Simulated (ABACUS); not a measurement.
# WS2 (R3m) in ABACUS: a series of runs

Runs on WS2. Level: PBE. Tasks: equation of state.

Program: ABACUS 3.10.1. These are calculated values, not measurements. Logs are shortened: lines on timing, memory, paths and dates and some standing lists are left out, and cuts for length are marked.

### Step 1. The structure

Symmetry: R3m, No. 160, trigonal system. Conventional cell: a = 3.158 Å, b = 3.158 Å, c = 18.490 Å, α = 90.00°, β = 90.00°, γ = 120.00°. W (site symmetry 3m) is surrounded by 6 S at 2.39 to 2.42 Å. S (site symmetry 3m) has 3 W at 2.42 Å as nearest neighbours. Around S (site symmetry 3m) lie 3 W at 2.39 Å.

Measurements of this composition are mostly on another form, of space group No. 194.

### Step 2. Equation of state, PBE, 16.68 Å³/atom (volume scaled by 0.94)

Input file INPUT:

```
INPUT_PARAMETERS
suffix              WS2
calculation         scf
basis_type          lcao
pseudo_dir          ./
orbital_dir         ./
symmetry            1
dft_functional      pbe
ecutwfc             100
pseudo_rcut         10
nspin               1
nbands              17
ks_solver           genelpa
smearing_method     fd
smearing_sigma      0.00367493
scf_thr             1e-07
scf_nmax            100
mixing_type         broyden
mixing_beta         0.7
cal_force           1
cal_stress          1
out_mul             1
```

Input file STRU:

```
ATOMIC_SPECIES
W 183.8400 W.upf
S 32.0600 S.upf

NUMERICAL_ORBITAL
W_confined-atom_7au_3s2p2d1f.orb
S_confined-atom_7au_2s2p1d.orb

LATTICE_CONSTANT
1.8897261246

LATTICE_VECTORS
1.5467664657 0.8930260354 6.0375157167
-1.5467664657 0.8930260354 6.0375157167
0.0000000000 -1.7860520706 6.0375157167

ATOMIC_POSITIONS
Direct

W
0.0
1
0.0000000000 0.0000000000 0.0000000000 1 1 1

S
0.0
2
0.5810000000 0.5810000000 0.5810000000 1 1 1
0.7503000000 0.7503000000 0.7503000000 1 1 1
```

Input file KPT:

```
K_POINTS
0
Gamma
10 10 10 0 0 0
```

Potentials or basis: PseudoDojo NC SR 0.4.1 PBE standard, DZP LCAO (the cutoffs set its grid).

On the command line:

```bash
$ OMP_NUM_THREADS=1 mpirun -np 4 abacus > log
```

running log:

```text
ABACUS v3.10.1

               Atomic-orbital Based Ab-initio Computation at UStc

 ------------------------------------------------------------------------------------

 READING GENERAL INFORMATION
                           global_out_dir = OUT.WS2/
                           global_in_card = INPUT
                               pseudo_dir = ./
[... 8 lines left out ...]

 READING ATOM TYPE 1
                               atom label = W
                      L=0, number of zeta = 3
                      L=1, number of zeta = 2
                      L=2, number of zeta = 2
                      L=3, number of zeta = 1
             number of atom for this type = 1

 READING ATOM TYPE 2
                               atom label = S
                      L=0, number of zeta = 2
                      L=1, number of zeta = 2
                      L=2, number of zeta = 1
             number of atom for this type = 2

                        TOTAL ATOM NUMBER = 3
DIRECT COORDINATES
    atom                   x                   y                   z     mag                  vx                  vy                  vz
taud_W1            0.0000000000        0.0000000000        0.0000000000  0.0000        0.0000000000        0.0000000000        0.0000000000
taud_S1            0.5810000000        0.5810000000        0.5810000000  0.0000        0.0000000000        0.0000000000        0.0000000000
taud_S2            0.7503000000        0.7503000000        0.7503000000  0.0000        0.0000000000        0.0000000000        0.0000000000

                          Volume (Bohr^3) = 337.672
                             Volume (A^3) = 50.0378

 Lattice vectors: (Cartesian coordinate: in unit of a_0)
             +1.54677           +0.893026            +6.03752
             -1.54677           +0.893026            +6.03752
                   +0            -1.78605            +6.03752
 Reciprocal vectors: (Cartesian coordinate: in unit of 2 pi/a_0)
            +0.323255           +0.186631          +0.0552103
            -0.323255           +0.186631          +0.0552103
                   +0           -0.373263          +0.0552103
 The esolver type has been set to : ksdft_lcao

                PAO radial cut off (Bohr) = 10

 Read in pseudopotential file is W.upf
                     pseudopotential type = NC
          exchange-correlation functional = PBE
                 nonlocal core correction = 1
                        valence electrons = 14
                                     lmax = 3
                           number of zeta = 4
                     number of projectors = 8
                           L of projector = 0
                           L of projector = 0
                           L of projector = 1
                           L of projector = 1
                           L of projector = 2
                           L of projector = 2
                           L of projector = 3
                           L of projector = 3
                PAO radial cut off (Bohr) = 10

 Read in pseudopotential file is S.upf
                     pseudopotential type = NC
          exchange-correlation functional = PBE
                 nonlocal core correction = 1
                        valence electrons = 6
                                     lmax = 2
                           number of zeta = 2
                     number of projectors = 6
                           L of projector = 0
                           L of projector = 0
                           L of projector = 1
                           L of projector = 1
                           L of projector = 2
                           L of projector = 2
     initial pseudo atomic orbital number = 18

 SETUP THE ELECTRONS NUMBER
             electron number of element W = 14
       total electron number of element W = 14
             electron number of element S = 6
       total electron number of element S = 12
            AUTOSET number of electrons:  = 26
                           occupied bands = 13
                                   NLOCAL = 52
                                   NBANDS = 17
                                   NBANDS = 17
                                   NLOCAL = 52

%%%%%%%%%%%%%%%%%%%%%%%%%%%%%%%%%%%%%%%%%%%%%%%%%%%%%%%%%%%%%%%%%%%%%%%%%%%%%%%%%%%%%%%%%%%%%%%%%%%%%%%%%%
 Warning: the number of valence electrons in pseudopotential > 6 for W: [Xe] 4f14 5d4 6s2
 Pseudopotentials with additional electrons can yield (more) accurate outcomes, but may be less efficient.
 If you're confident that your chosen pseudopotential is appropriate, you can safely ignore this warning.
%%%%%%%%%%%%%%%%%%%%%%%%%%%%%%%%%%%%%%%%%%%%%%%%%%%%%%%%%%%%%%%%%%%%%%%%%%%%%%%%%%%%%%%%%%%%%%%%%%%%%%%%%%

 SETUP THE PLANE WAVE BASIS
 energy cutoff for charge/potential (unit:Ry) = 400
            fft grid for charge/potential = [ 75, 75, 75 ]
                        fft grid division = [ 5, 5, 5 ]
[... 65 lines left out ...]

                               nkstot now = 116
[... K-POINTS DIRECT COORDINATES: 116 rows ...]

           k-point number in this process = 116
       minimum distributed K point number = 116
[... stars of the k points ...]

[... K-POINTS CARTESIAN COORDINATES: 116 rows ...]

[... K-POINTS DIRECT COORDINATES: 116 rows ...]

 SETUP PLANE WAVES FOR WAVE FUNCTIONS
     energy cutoff for wavefunc (unit:Ry) = 100
              fft grid for wave functions = [ 75, 75, 75 ]
                    number of plane waves = 7757
                         number of sticks = 655

 PARALLEL PW FOR WAVE FUNCTIONS
     PROC   COLUMNS(POT)             PW
        1            164           1940
        2            164           1940
        3            164           1939
        4            163           1938
 --------------- sum -------------------
        4            655           7757

 SET NONLOCAL PSEUDOPOTENTIAL PROJECTORS
 SET NONLOCAL PSEUDOPOTENTIAL PROJECTORS
 max number of nonlocal projetors among all species is 8

 -------------------------------------------
 SELF-CONSISTENT
 -------------------------------------------

 SETUP SEARCHING RADIUS FOR PROGRAM TO SEARCH ADJACENT ATOMS
                  longest orb rcut (Bohr) = 7
   longest nonlocal projector rcut (Bohr) = 2.06
                     search radius (Bohr) = 18.1
              searching radius is (Bohr)) = 18.1
         searching radius unit is (Bohr)) = 1.89
                         PeriodicBoundary = 1
                        Radius(unit:lat0) = 9.59
                                   glayer = [ 5, 5, 5 ]
                             glayer_minus = [ 4, 4, 4 ]

Find the coordinate range of the input atom(unit:lat0).
                                  min_tau = [ -12.4, -14.3, -72.5 ]
                                  max_tau = [ 12.4, 14.3, 86 ]
                                BoxNumber = [ 9, 9, 9 ]

 SETUP EXTENDED REAL SPACE GRID FOR GRID INTEGRATION
                          real space grid = [ 75, 75, 75 ]
                 big cell numbers in grid = [ 15, 15, 15 ]
             meshcell numbers in big cell = [ 5, 5, 5 ]
                        extended fft grid = [ 21, 21, 21 ]
                dimension of extened grid = [ 58, 58, 58 ]
                            UnitCellTotal = 125
              Atom number in sub-FFT-grid = 3
    Local orbitals number in sub-FFT-grid = 52
                                ParaV.nnr = 24586
                                 init_chg = atomic

 LCAO ALGORITHM --------------- ION=   1  ELEC=   1--------------------------------

 Density error is 0.0596589845
----------------------------------------------------------
     Energy           Rydberg                 eV
----------------------------------------------------------
 E_KohnSham     -195.9693153379      -2666.2993217539
 E_Harris       -195.4510296003      -2659.2476825305
 E_Fermi        0.9800547695         13.3343292178
----------------------------------------------------------
[... 102 lines left out ...]
 Density error is 2.53401570341e-08
----------------------------------------------------------
     Energy           Rydberg                 eV
----------------------------------------------------------
 E_KohnSham     -195.9847465635      -2666.5092743488
 E_KS(sigma->0) -195.9847465457      -2666.5092741073
 E_Harris       -195.9847448183      -2666.5092506043
 E_band         -11.9603413712       -162.7287926730
 E_one_elec     -78.2424043280       -1064.5425240801
 E_Hartree      50.8175921604        691.4088120212
 E_xc           -46.1345272577       -627.6924452410
 E_Ewald        -122.4254071027      -1665.6831165658
 E_entropy(-TS) -0.0000000355        -0.0000004831
 E_descf        0.0000000000         0.0000000000
 E_exx          0.0000000000         0.0000000000
 E_Fermi        0.9843198853         13.3923590947
----------------------------------------------------------

 charge density convergence is achieved
 final etot is -2666.5092743 eV
 EFERMI = 13.392359095 eV

 STATE ENERGY(eV) AND OCCUPATIONS    NSPIN == 1
 1/116 kpoint (Cartesian) = 0.0000 0.0000 0.0000 (1428 pws)
       1       -61.7191     0.00200000
       2       -26.0640     0.00200000
       3       -25.8247     0.00200000
       4       -25.8247     0.00200000
       5       -3.34219     0.00200000
       6       -1.08455     0.00200000
[... 9 lines left out ...]
      16        15.6461    5.30767e-23
[... 82 lines left out ...]
       4       -25.9338     0.00600000
       5      -0.842471     0.00600000
       6      -0.499673     0.00600000
[... 9 lines left out ...]
      16        16.6325    4.30823e-31
      17        16.9967    2.96233e-34

[... levels at 110 further k points ...]

 correction force for each atom along direction 1 is -0.0499793
 correction force for each atom along direction 2 is -0.000809019
 correction force for each atom along direction 3 is -3.13214e-07
------------------------------------------------------------------------------------------
 TOTAL-FORCE (eV/Angstrom)
------------------------------------------------------------------------------------------
                        W1         0.0000000000         0.0000000000        -0.7355216750
                        S1         0.0000000000         0.0000000000        -1.3604021467
                        S2         0.0000000000         0.0000000000         2.0959238217
------------------------------------------------------------------------------------------

----------------------------------------------------------------
 TOTAL-STRESS (KBAR)
----------------------------------------------------------------
       187.8596020120        -0.0000000000         0.0000000000
        -0.0000000000       187.8596020171        -0.0000000021
        -0.0000000000        -0.0000000021       210.1523220043
----------------------------------------------------------------
 TOTAL-PRESSURE: 195.290509 KBAR

 --------------------------------------------
 !FINAL_ETOT_IS -2666.5092743488421547 eV
 --------------------------------------------
```

Run time: 22 s. Hardware: 4 MPI ranks of AMD EPYC 7B13 (Zen 3), shared host; peak memory 0.6 GiB.

What came out:

| Item | Value |
| --- | --- |
| Free energy | -2666.5093 eV |
| Pressure | 19.5 GPa |
| Largest force | 2.096 eV/Å |
| Band gap on the k mesh | 0.99 eV, indirect (least direct gap 2.36 eV) |
| Mulliken charges | W +0.66; S -0.33 e |

Caveat: the atomic orbitals were generated for these runs and aren't a published set; Mulliken charges move with the basis; spin-orbit coupling is left out, which moves the levels of the heavy elements; the basis of atomic orbitals isn't converged, which shifts pressures, moduli and gaps; forces of over 1 eV/Å show positions far from the minimum, so gaps and moduli don't describe the material at rest.

### Step 3. Equation of state, PBE, 17.03 Å³/atom (volume scaled by 0.96)

INPUT is that of step 2.

STRU, as its differences from that of step 2:

```diff
@@ -12,5 +12,5 @@
 LATTICE_VECTORS
-1.5467664657 0.8930260354 6.0375157167
--1.5467664657 0.8930260354 6.0375157167
-0.0000000000 -1.7860520706 6.0375157167
+1.5576595461 0.8993151583 6.0800348339
+-1.5576595461 0.8993151583 6.0800348339
+0.0000000000 -1.7986303165 6.0800348339
```

KPT is that of step 2.

Potentials or basis: PseudoDojo NC SR 0.4.1 PBE standard, DZP LCAO (the cutoffs set its grid).

On the command line:

```bash
$ OMP_NUM_THREADS=1 mpirun -np 4 abacus > log
```

It took 23 s on 4 MPI ranks of AMD EPYC 7B13 (Zen 3), shared host; peak memory 0.6 GiB.

The run converged. Its results:

| Item | Value |
| --- | --- |
| Free energy | -2666.6231 eV |
| Pressure | 14.8 GPa |
| Largest force | 1.631 eV/Å |
| Band gap on the k mesh | 1.01 eV, indirect (least direct gap 2.34 eV) |
| Mulliken charges | W +0.67; S -0.33 e |

Caveat: the atomic orbitals were generated for these runs and aren't a published set; Mulliken charges move with the basis; spin-orbit coupling is left out, which moves the levels of the heavy elements; the basis of atomic orbitals isn't converged, which shifts pressures, moduli and gaps; forces of over 1 eV/Å show positions far from the minimum, so gaps and moduli don't describe the material at rest.

### Step 4. Equation of state, PBE, 17.39 Å³/atom (volume scaled by 0.98)

INPUT is that of step 3.

STRU, as its differences from that of step 3:

```diff
@@ -12,5 +12,5 @@
 LATTICE_VECTORS
-1.5576595461 0.8993151583 6.0800348339
--1.5576595461 0.8993151583 6.0800348339
-0.0000000000 -1.7986303165 6.0800348339
+1.5684023653 0.9055175278 6.1219674337
+-1.5684023653 0.9055175278 6.1219674337
+0.0000000000 -1.8110350555 6.1219674337
```

KPT is that of step 3.

On the command line:

```bash
$ OMP_NUM_THREADS=1 mpirun -np 4 abacus > log
```

Wall time 24 s (4 MPI ranks of AMD EPYC 7B13 (Zen 3), shared host); peak memory 0.6 GiB.

Results (log left out):

- Free energy: -2666.7070 eV
- Pressure: 10.5 GPa
- Largest force: 1.201 eV/Å
- Band gap on the k mesh: 1.04 eV, indirect (least direct gap 2.29 eV)
- Mulliken charges: W +0.67; S -0.34, -0.33 e

Caveat: the atomic orbitals were generated for these runs and aren't a published set; Mulliken charges move with the basis; spin-orbit coupling is left out, which moves the levels of the heavy elements; the basis of atomic orbitals isn't converged, which shifts pressures, moduli and gaps; forces of over 1 eV/Å show positions far from the minimum, so gaps and moduli don't describe the material at rest.

### Step 5. Equation of state, PBE, 17.74 Å³/atom

INPUT is that of step 4.

STRU, as its differences from that of step 4:

```diff
@@ -12,5 +12,5 @@
 LATTICE_VECTORS
-1.5684023653 0.9055175278 6.1219674337
--1.5684023653 0.9055175278 6.1219674337
-0.0000000000 -1.8110350555 6.1219674337
+1.5790000000 0.9116360751 6.1633333333
+-1.5790000000 0.9116360751 6.1633333333
+0.0000000000 -1.8232721501 6.1633333333
```

KPT is that of step 4.

On the command line:

```bash
$ OMP_NUM_THREADS=1 mpirun -np 4 abacus > log
```

It took 22 s on 4 MPI ranks of AMD EPYC 7B13 (Zen 3), shared host; peak memory 0.6 GiB.

Results (log left out):

```yaml
Free_energy: -2666.7641 eV
Pressure: 6.7 GPa
Largest_force: 0.802 eV/Å
Band_gap_on_the_k_mesh: 1.06 eV, indirect (least direct gap 2.23 eV)
Mulliken_charges: W +0.68; S -0.34 e
```

Caveat: the atomic orbitals were generated for these runs and aren't a published set; Mulliken charges move with the basis; spin-orbit coupling is left out, which moves the levels of the heavy elements; the basis of atomic orbitals isn't converged, which shifts pressures, moduli and gaps.

### Step 6. Equation of state, PBE, 18.10 Å³/atom (volume scaled by 1.02)

INPUT is that of step 5.

STRU, as its differences from that of step 5:

```diff
@@ -12,5 +12,5 @@
 LATTICE_VECTORS
-1.5790000000 0.9116360751 6.1633333333
--1.5790000000 0.9116360751 6.1633333333
-0.0000000000 -1.8232721501 6.1633333333
+1.5894572584 0.9176735760 6.2041512999
+-1.5894572584 0.9176735760 6.2041512999
+0.0000000000 -1.8353471520 6.2041512999
```

KPT is that of step 5.

Potentials or basis: PseudoDojo NC SR 0.4.1 PBE standard, DZP LCAO (the cutoffs set its grid).

On the command line:

```bash
$ OMP_NUM_THREADS=1 mpirun -np 4 abacus > log
```

It took 21 s on 4 MPI ranks of AMD EPYC 7B13 (Zen 3), shared host; peak memory 0.6 GiB.

The run converged. Its results:

- Free energy: -2666.7971 eV
- Pressure: 3.3 GPa
- Largest force: 0.611 eV/Å
- Band gap on the k mesh: 1.08 eV, indirect (least direct gap 2.17 eV)
- Mulliken charges: W +0.68; S -0.34 e

Caveat: the atomic orbitals were generated for these runs and aren't a published set; Mulliken charges move with the basis; spin-orbit coupling is left out, which moves the levels of the heavy elements; the basis of atomic orbitals isn't converged, which shifts pressures, moduli and gaps.

### Step 7. Equation of state, PBE, 18.45 Å³/atom (volume scaled by 1.04)

INPUT is that of step 6.

STRU, as its differences from that of step 6:

```diff
@@ -12,5 +12,5 @@
 LATTICE_VECTORS
-1.5894572584 0.9176735760 6.2041512999
--1.5894572584 0.9176735760 6.2041512999
-0.0000000000 -1.8353471520 6.2041512999
+1.5997786986 0.9236326623 6.2444391255
+-1.5997786986 0.9236326623 6.2444391255
+0.0000000000 -1.8472653246 6.2444391255
```

KPT is that of step 6.

On the command line:

```bash
$ OMP_NUM_THREADS=1 mpirun -np 4 abacus > log
```

Wall time 21 s (4 MPI ranks of AMD EPYC 7B13 (Zen 3), shared host); peak memory 0.6 GiB.

Results (log left out):

- Free energy: -2666.8081 eV
- Pressure: 0.1 GPa
- Largest force: 0.584 eV/Å
- Band gap on the k mesh: 1.09 eV, indirect (least direct gap 2.12 eV)
- Mulliken charges: W +0.68; S -0.34 e

Caveat: the atomic orbitals were generated for these runs and aren't a published set; Mulliken charges move with the basis; spin-orbit coupling is left out, which moves the levels of the heavy elements; the basis of atomic orbitals isn't converged, which shifts pressures, moduli and gaps.

### Step 8. Equation of state, PBE, 18.81 Å³/atom (volume scaled by 1.06)

INPUT is that of step 7.

STRU, as its differences from that of step 7:

```diff
@@ -12,5 +12,5 @@
 LATTICE_VECTORS
-1.5997786986 0.9236326623 6.2444391255
--1.5997786986 0.9236326623 6.2444391255
-0.0000000000 -1.8472653246 6.2444391255
+1.6099686466 0.9295158316 6.2842136955
+-1.6099686466 0.9295158316 6.2842136955
+0.0000000000 -1.8590316630 6.2842136955
```

KPT is that of step 7.

On the command line:

```bash
$ OMP_NUM_THREADS=1 mpirun -np 4 abacus > log
```

It took 21 s on 4 MPI ranks of AMD EPYC 7B13 (Zen 3), shared host; peak memory 0.6 GiB.

The run converged. Its results:

* Free energy: -2666.7996 eV
* Pressure: -2.7 GPa
* Largest force: 0.787 eV/Å
* Band gap on the k mesh: 1.11 eV, indirect (least direct gap 2.06 eV)
* Mulliken charges: W +0.69; S -0.34 e

Caveat: the atomic orbitals were generated for these runs and aren't a published set; Mulliken charges move with the basis; spin-orbit coupling is left out, which moves the levels of the heavy elements; the basis of atomic orbitals isn't converged, which shifts pressures, moduli and gaps.

### Step 9. Equation of state, PBE

Potentials or basis: PseudoDojo NC SR 0.4.1 PBE standard, DZP LCAO (the cutoffs set its grid).

This step only gathers the single runs of the series.

Results:

| Item | Value |
| --- | --- |
| Equilibrium volume | 18.47 Å³/atom |
| Bulk modulus at fixed shape and positions | 153 GPa |
| Pressure derivative of the bulk modulus | 4.4 |

Energy against volume, from the lowest point:
| volume (Å³/atom) | energy (meV/atom) |
| --- | --- |
| 16.679 | 99.62 |
| 17.034 | 61.69 |
| 17.389 | 33.71 |
| 17.744 | 14.67 |
| 18.099 | 3.70 |
| 18.454 | 0.00 |
| 18.809 | 2.85 |

Caveat: the atomic orbitals were generated for these runs and aren't a published set; the cell was scaled at fixed shape and fractional positions, which overstates the stiffness of a crystal with free parameters, most of all of layers and chains; the basis of atomic orbitals isn't converged, which shifts pressures, moduli and gaps.
